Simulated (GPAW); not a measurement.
Input of a GPAW 26.7.0 run:

Contents of run.py:

```python
import numpy as np
from ase import Atoms
from ase.dft.bandgap import bandgap
from ase.io import write
from gpaw import GPAW, PW
from gpaw.response.df import DielectricFunction

atoms = Atoms(['Al', 'N'],
              cell=[[0.0, 2.1839935596, 2.1839935596],
                    [2.1839935596, 0.0, 2.1839935596],
                    [2.1839935596, 2.1839935596, 0.0]],
              scaled_positions=[[0.0, 0.0, 0.0],
                                [0.25, 0.25, 0.25]],
              pbc=True)

calc = GPAW(mode=PW(600),
            xc='LDA',
            kpts={'size': (8, 8, 8), 'gamma': True},
            occupations={'name': 'fermi-dirac', 'width': 0.001},
            nbands=11,
            convergence={'density': 1e-06},
            maxiter=150,
            txt='gpaw.txt')
atoms.calc = calc
energy = atoms.get_potential_energy()
calc.write('gs.gpw')
write('result.traj', atoms)
print(f'Energy: {energy:.6f} eV')
print('Fermi level:', round(calc.get_fermi_level(), 4), 'eV')
print(f'Gap: {bandgap(calc)[0]:.4f} eV, direct: {bandgap(calc, direct=True)[0]:.4f} eV')

for size in [(19, 19, 19), (26, 26, 26)]:
    name = 'x'.join(str(n) for n in size)
    dense = calc.fixed_density(kpts={'size': size, 'gamma': True},
                               nbands=30, convergence={'bands': 24, 'eigenstates': 1e-7},
                               update_fermi_level=True, txt=f'dense-{name}.txt')
    dense.write(f'{name}.gpw', mode='all')
    df = DielectricFunction(f'{name}.gpw', frequencies=np.array([0.0]), hilbert=False, eta=0.001,
                            ecut=80, nbands=24, intraband=False, txt=f'df-{name}.txt')
    for xc in ['RPA', 'LR0.1', 'ALDA']:
        for direction in ['x', 'y', 'z', [0, 1, 1], [1, 0, 1], [1, 1, 0]]:
            e0, e = df.get_macroscopic_dielectric_constant(xc=xc, direction=direction)
            print(f'{name} {xc} {direction}: {e0:.4f} without, {e:.4f} with local fields')
```

Potentials or basis: the program's PAW data sets (release 1.2.1) made for this functional, pw.

The run is started by

```bash
$ OMP_NUM_THREADS=1 python run.py
```

Problem. Predict the electronic dielectric tensor (diagonal).

Solution. 4.40.

Problem. Predict the band gap on the k mesh.

Solution. 3.24 eV, indirect (least direct gap 4.25 eV).

Electronic dielectric tensor:
```
4.40 0.00 0.00
0.00 4.40 0.00
0.00 0.00 4.40
```

Caveat: the long-wavelength limit can be off by a per cent or two. A hybrid or GW would open this gap; LDA tends to underestimate it.
